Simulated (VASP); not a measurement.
# CaO: Ca into a neighbouring Ca vacancy

How hard is this move in CaO: Ca into a neighbouring Ca vacancy? Both ends are relaxed first, then a band of images between them. The start is a computed cell from the Materials Project.

Program: VASP 6.6.1. Level of theory: PBEsol; plane waves and PAW (Ca_pv, O). Results are calculated unless marked as measured.

## 1. The host crystal

The structure is cubic, space group Fm-3m (No. 225). The conventional cell has a = 4.807 Å, b = 4.807 Å, c = 4.807 Å, α = 90.00°, β = 90.00°, γ = 90.00°. Nearest to Ca lie 6 O at 2.40 Å. O has 6 Ca at 2.40 Å nearest. Farther neighbours and most contacts between anions are not listed.

Coordinates:

```cif
data_structure
_symmetry_space_group_name_H-M 'Fm-3m'
_symmetry_Int_Tables_number 225
_cell_length_a 4.8071
_cell_length_b 4.8071
_cell_length_c 4.8071
_cell_angle_alpha 90.000
_cell_angle_beta 90.000
_cell_angle_gamma 90.000
_cell_volume 111.08
loop_
_atom_site_label
_atom_site_type_symbol
_atom_site_symmetry_multiplicity
_atom_site_Wyckoff_symbol
_atom_site_fract_x
_atom_site_fract_y
_atom_site_fract_z
_atom_site_occupancy
Ca1 Ca 4 a 0.00000 0.00000 0.00000 1
O1 O 4 b 0.50000 0.00000 0.00000 1
```

## 2. Relax the host

First cell and atoms are relaxed at a raised cutoff, so that later runs start from this functional's own cell.

Input file INCAR:

```
SYSTEM = CaO
PREC = Accurate
ENCUT = 520
EDIFF = 1E-06
NELM = 120
ISMEAR = 0
SIGMA = 0.1
LREAL = .FALSE.
ALGO = Normal
GGA = PS
NBANDS = 13
LORBIT = 11
LWAVE = .FALSE.
LCHARG = .FALSE.
KPAR = 6
LASPH = .TRUE.
IBRION = 2
NSW = 40
ISIF = 3
EDIFFG = -0.02
POTIM = 0.4
```

Input file POSCAR:

```
CaO
1.0
    0.0000000000      2.4035556960      2.4035556960
    2.4035556960      0.0000000000      2.4035556960
    2.4035556960      2.4035556960      0.0000000000
Ca O
1 1
Direct
    0.0000000000      0.0000000000      0.0000000000
    0.5000000000      0.5000000000      0.5000000000
```

Input file KPOINTS:

```
Automatic mesh
0
Gamma
7 7 7
0 0 0
```

PAW data sets: Ca_pv and O (PBE family, release 64).

Command:

```sh
$ mpirun -np 6 vasp_std
```

The log of the run:

```text
[banner, memory and clock lines left out]
running    6 mpi-ranks, on    1 nodes
 distrk:  each k-point on    1 cores,    6 groups
 distr:  one band on    1 cores,    1 groups

 POSCAR found type information on POSCAR CaO
 POSCAR found :  2 types and       2 ions
|                                                                             |
|           W    W    AA    RRRRR   N    N  II  N    N   GGGG   !!!           |
|           W    W   A  A   R    R  NN   N  II  NN   N  G    G  !!!           |
|           W    W  A    A  R    R  N N  N  II  N N  N  G       !!!           |
|           W WW W  AAAAAA  RRRRR   N  N N  II  N  N N  G  GGG   !            |
|           WW  WW  A    A  R   R   N   NN  II  N   NN  G    G                |
|           W    W  A    A  R    R  N    N  II  N    N   GGGG   !!!           |
|                                                                             |
|     For optimal performance we recommend to set                             |
|       NCORE = 2 up to number-of-cores-per-socket                            |
|     NCORE specifies how many cores store one orbital (NPAR=cpu/NCORE).      |
|     This setting can greatly improve the performance of VASP for DFT.       |
|     The default, NCORE=1 might be grossly inefficient on modern             |
|     multi-core architectures or massively parallel machines. Do your        |
|     Unfortunately you need to use the default for GW and RPA                |
|     calculations (for HF NCORE is supported but not extensively tested      |
|     yet).                                                                   |
|                                                                             |

|                                                                             |
|               ----> ADVICE to this user running VASP <----                  |
|                                                                             |
|     You enforced a specific xc type in the INCAR file but a different       |
|     [... a line on the potential file left out ...]
|     I HOPE YOU KNOW WHAT YOU ARE DOING!                                     |
|                                                                             |

 LDA part: xc-table for (Slater+PW92), standard interpolation
 POSCAR, INCAR and KPOINTS ok, starting setup
 FFT: planning ... GRIDC
 FFT: planning ... GRID_SOFT
 FFT: planning ... GRID
 WAVECAR not read
 entering main loop
       N       E                     dE             d eps       ncg     rms          rms(c)
DAV:   1     0.109517193091E+03    0.10952E+03   -0.54725E+03   536   0.167E+03
DAV:   2     0.344847339268E+00   -0.10917E+03   -0.10186E+03   553   0.303E+02
DAV:   3    -0.142074964383E+02   -0.14552E+02   -0.14165E+02   626   0.104E+02
DAV:   4    -0.148215187547E+02   -0.61402E+00   -0.61242E+00   662   0.224E+01
DAV:   5    -0.148390246532E+02   -0.17506E-01   -0.17505E-01   796   0.366E+00    0.707E+00
DAV:   6    -0.135043664643E+02    0.13347E+01   -0.74214E+00   803   0.469E+01    0.353E+00
DAV:   7    -0.134327059372E+02    0.71661E-01   -0.45186E-01   749   0.896E+00    0.160E+00
DAV:   8    -0.134349724299E+02   -0.22665E-02   -0.67990E-02   689   0.320E+00    0.364E-01
DAV:   9    -0.134339295211E+02    0.10429E-02   -0.27729E-03   701   0.455E-01    0.131E-01
DAV:  10    -0.134339865127E+02   -0.56992E-04   -0.55015E-04   599   0.426E-01    0.277E-02
DAV:  11    -0.134339746438E+02    0.11869E-04   -0.43795E-05   805   0.133E-01    0.119E-02
DAV:  12    -0.134339740454E+02    0.59846E-06   -0.92054E-06   653   0.330E-02
   1 F= -.13433974E+02 E0= -.13433974E+02  d E =-.134340E+02
 curvature:   0.00 expect dE= 0.000E+00 dE for cont linesearch  0.000E+00
 trial: gam= 0.00000 g(F)=  0.222E-59 g(S)=  0.131E-01 ort = 0.000E+00 (trialstep = 0.100E+01)
 search vector abs. value=  0.131E-01
 bond charge predicted
       N       E                     dE             d eps       ncg     rms          rms(c)
DAV:   1    -0.135031422680E+02   -0.69168E-01   -0.14419E+00   530   0.204E+01    0.181E+00
DAV:   2    -0.134516175353E+02    0.51525E-01   -0.27867E-01   737   0.485E+00    0.572E-01
DAV:   3    -0.134428862478E+02    0.87313E-02   -0.21306E-02   690   0.356E+00    0.292E-01
DAV:   4    -0.134402197207E+02    0.26665E-02   -0.45341E-03   573   0.193E+00    0.481E-02
DAV:   5    -0.134401993371E+02    0.20384E-04   -0.59691E-04   712   0.266E-01    0.171E-02
DAV:   6    -0.134401992112E+02    0.12592E-06   -0.39627E-05   825   0.841E-02    0.852E-03
DAV:   7    -0.134401997278E+02   -0.51661E-06   -0.18716E-06   540   0.132E-02
   2 F= -.13440200E+02 E0= -.13440200E+02  d E =-.622568E-02
 trial-energy change:   -0.006226  1 .order   -0.006084   -0.013060    0.000892
 step:   0.9395(harm=  0.9360)  dis= 0.00000  next Energy=   -13.440227 (dE=-0.625E-02)
 reached required accuracy - stopping structural energy minimisation
```

The job ended after 4 s (6 MPI ranks of AMD EPYC 9R45, shared host; peak memory 0.83 GiB).

Lines that name or quote the potential files are left out of all logs, and their timing lines are given in words.

Parts of OUTCAR (step 2):

```text
ion  position               nearest neighbor table
   1  0.000  0.000  0.000-   2 2.40   2 2.40   2 2.40   2 2.40   2 2.40   2 2.40
   2  0.500  0.500  0.500-   1 2.40   1 2.40   1 2.40   1 2.40   1 2.40   1 2.40

  LATTYP: Found a face centered cubic cell.
 ALAT       =     4.8071113920

 Subroutine GETGRP returns: Found 48 space group operations
 (whereof 48 operations were pure point group operations)

The static configuration has the point symmetry O_h .

 Found     20 irreducible k-points:

   k-points           NKPTS =     20   k-points in BZ     NKDIM =     20   number of bands    NBANDS=     13

   dimension x,y,z NGX =    28 NGY =   28 NGZ =   28
   dimension x,y,z NGXF=    56 NGYF=   56 NGZF=   56

   ENCUT  =  520.0 eV  38.22 Ry    6.18 a.u.   6.32  6.32  6.32*2*pi/ulx,y,z

   NELECT =      14.0000    total number of electrons

 k-points in reciprocal lattice and weights: Automatic mesh
   0.00000000  0.00000000  0.00000000       0.003
   0.14285714  0.00000000  0.00000000       0.023
   0.28571429  0.00000000  0.00000000       0.023
   0.42857143  0.00000000  0.00000000       0.023
   0.14285714  0.14285714  0.00000000       0.017
   0.28571429  0.14285714  0.00000000       0.070
   0.42857143  0.14285714  0.00000000       0.070
  -0.42857143  0.14285714  0.00000000       0.070
  -0.28571429  0.14285714  0.00000000       0.070
[...]
-0.42857143  0.42857143  0.14285714       0.070
  -0.28571429  0.42857143  0.14285714       0.070

 average (electrostatic) potential at core
       1 -44.2581       2 -69.7227

 E-fermi :   3.1432

 k-point     1 :       0.0000    0.0000    0.0000
  band No.  band energies     occupation
    ...
      3     -15.3320      2.00000
      4     -12.8299      2.00000
      5       2.7131      2.00000
      6       2.7131      2.00000
      7       2.7131      2.00000
      8       7.4844      0.00000
      9       8.9895      0.00000
     10       8.9895      0.00000
     11       8.9895      0.00000
     12      10.5849      0.00000
    ...

 k-point     2 :       0.1429    0.0000    0.0000
  band No.  band energies     occupation
    ...
      3     -15.3434      2.00000
      4     -12.4821      2.00000
      5       2.0100      2.00000
      6       2.4281      2.00000
      7       2.4281      2.00000
      8       8.3621      0.00000
      9       8.9429      0.00000
     10       9.3513      0.00000
     11       9.3513      0.00000
     12      11.0864      0.00000
    ...

 k-point     3 :       0.2857    0.0000    0.0000
  band No.  band energies     occupation
    ...
      3     -15.3687      2.00000
      4     -11.8783      2.00000
      5       0.8215      2.00000
      6       1.8752      2.00000
      7       1.8752      2.00000
      8       9.1097      0.00000
      9      10.0718      0.00000
     10      10.2601      0.00000
     11      10.2601      0.00000
     12      12.2198      0.00000
    ...

  Total        0.0324559      0.0324559      0.0324559      0.0000000     -0.0000000      0.0000000
  in kB        1.9249035      1.9249035      1.9249035      0.0000000     -0.0000000      0.0000000
  external PRESSURE =       1.9249035 kB  Pullay stress =       0.0000000 kB

  energy-cutoff  :      520.00
  volume of cell :       27.01
      direct lattice vectors                 reciprocal lattice vectors
     0.000000000  2.381525588  2.381525588    -0.209949455  0.209949455  0.209949455
     2.381525588 -0.000000000  2.381525588     0.209949455 -0.209949455  0.209949455
     2.381525588  2.381525588 -0.000000000     0.209949455  0.209949455 -0.209949455

 POSITION                                       TOTAL-FORCE (eV/Angst)
 -----------------------------------------------------------------------------------
      2.38153      4.76305      2.38153         0.000000     -0.000000     -0.000000
      2.38153      2.38153      2.38153        -0.000000      0.000000      0.000000
 -----------------------------------------------------------------------------------
    total drift:                                0.000000      0.000000      0.000000

  FREE ENERGIE OF THE ION-ELECTRON SYSTEM (eV)
  ---------------------------------------------------
  free  energy   TOTEN  =       -13.4401997278 eV

  energy  without entropy=      -13.4401997278  energy(sigma->0) =      -13.44019973

 reached required accuracy - stopping structural energy minimisation

 total charge
# of ion       s       p       d       tot
------------------------------------------
    1        0.249   6.276   0.730   7.255
    2        1.545   3.442   0.000   4.987
--------------------------------------------------
tot          1.794   9.718   0.730  12.242

[... 3 further parts left out ...]
```

The gap is read on the k-mesh alone, so it is an upper bound where the band edges lie off the mesh. The PAW data sets were made with PBE, which is usual practice but a small mismatch for other functionals. The run keeps the 48 symmetry operations of its start, so it cannot find a distortion of lower symmetry.

Step by step:

| step | energy less that of the first step (eV) | largest force (eV/Å) | pressure (GPa) | volume (Å³) |
| --- | --- | --- | --- | --- |
| 1 | 0.0000 | 0.0000 | -2.74 | 27.77 |
| 2 | -0.0062 | 0.0000 | 0.19 | 27.01 |

| conventional cell, symmetrised | before | after | change |
| --- | --- | --- | --- |
| a (Å) | 4.807 | 4.763 | -0.9 % |
| b (Å) | 4.807 | 4.763 | -0.9 % |
| c (Å) | 4.807 | 4.763 | -0.9 % |
| volume (Å³/atom) | 13.89 | 13.51 | -2.7 % |

Final coordinates:

```cif
data_structure
_symmetry_space_group_name_H-M 'P 1'
_symmetry_Int_Tables_number 1
_cell_length_a 3.3680
_cell_length_b 3.3680
_cell_length_c 3.3680
_cell_angle_alpha 60.000
_cell_angle_beta 60.000
_cell_angle_gamma 60.000
_cell_volume 27.01
loop_
_atom_site_label
_atom_site_type_symbol
_atom_site_fract_x
_atom_site_fract_y
_atom_site_fract_z
_atom_site_occupancy
Ca1 Ca 0.00000 0.00000 0.00000 1
O2 O 0.50000 0.50000 0.50000 1
```

Numbers from this step:

- electronic cycles: 19
- electrons: 14
- free energy (TOTEN): -13.44 eV
- Fermi energy: 3.143 eV
- metallic: no
- gap on the k-mesh: 3.625 eV
- least direct gap on the k-mesh: 4.005 eV

The run ended after 2 ionic steps, 0.006 eV below its first step, once forces and stress met EDIFFG = -0.02.

(Continued in part 2 of 6.)

[Lines on the potential files, build, host, timing and source positions are cut from VASP's logs without a mark.]

[Logs are printed without paths, hosts, clocks, repeated set-up lines and the standing remarks that a program may print on its own settings, such as how far it seeks lower states.]

[Hosts, paths, dates, database ids (printed as entryN), source tags and the programs' standing remarks are cut or masked in the printed files.]

[Runs that stopped without an error message from VASP are left out.]
